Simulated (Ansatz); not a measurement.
Set up this calculation in Ansatz 0.2.0, as the native input.

- Task: single point
- Functional: PBEsol
- Potentials or basis: Ansatz PAW
- Cutoff: 420 eV (not typed: the program's choice for these potentials)
- k mesh: 11 × 11 × 6
- Occupations: fermi-dirac, width 0.05 eV
- Spin: no spin polarisation

Au:

```
CELL_PARAMETERS angstrom
1.41131 -2.55593 0.00000
1.41131 2.55593 0.00000
0.00000 0.00000 4.89317
ATOMIC_POSITIONS crystal
Au 0.33467 0.66533 0.25000
Au 0.66533 0.33467 0.75000
```

This isn't the form of Au at room conditions, which is fcc.

These files were run (other wordings do the same):

input.yaml

```yaml
crystal:
  lattice:
    - [1.411309965, -2.555933025, 0.0]
    - [1.411309965, 2.555933025, 0.0]
    - [0.0, 0.0, 4.89316961]
  atoms:
    - { symbol: Au, position: [0.33467203, 0.66532797, 0.25] }
    - { symbol: Au, position: [0.66532797, 0.33467203, 0.75] }
hamiltonian:
  xc: pbesol
  pseudopotentials: { kind: paw }
kpoints:
  mp_grid: { grid: [11, 11, 6] }
scf:
  occupations: { method: fermi_dirac, width: 0.05 }
output:
  forces: true
  stress: true
  eigenvalues: true
```

Potentials or basis: Ansatz PAW.

Command:

```console
$ ansatz run input.yaml --threads 2 --pin off --max-ram 5632MiB --backend cpu --events-out ev --progress --plain --runs-dir out
```

Results of the run:

```json
{
  "Pressure": "-5.2 GPa",
  "Largest force": "0.021 eV/Å",
  "Band gap on the k mesh": "none (metal or under the smearing width)"
}
```

Caveat: the PAW data sets come from PBE, with cores solved anew for the run's functional, which leaves a small shift of forces and pressure.

It took 2.3 s on 2 threads of Arm Neoverse V2 (shared host), peak memory 0.36 GiB.
